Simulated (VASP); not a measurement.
Crystal: MgO.

```xyz
2
Lattice="0.0000 2.0970 2.0970 2.0970 0.0000 2.0970 2.0970 2.0970 0.0000" Properties=species:S:1:pos:R:3 pbc="T T T"
Mg    0.0000    0.0000    0.0000
O     2.0970    2.0970    2.0970
```

The cell is a database's computed one.

Base run:

| Quantity | Value |
| --- | --- |
| Program | VASP 6.6.1 |
| Functional | r2SCAN |
| Potentials or basis | VASP PAW PBE potentials, release 64 (Mg, O) |
| Cutoff | 520 eV |
| k mesh | 12 × 12 × 12 |
| Occupations | gaussian, width 0.02 eV |
| Spin | no spin polarisation |

Its results: band gap on the k mesh 5.74 eV, direct.

Task: The run is repeated on the same cell with these changes: functional from r2SCAN to TB-mBJ. What comes out?

Result: Band gap on the k mesh 6.90 eV, direct.

Not every run made on this cell is shown here.
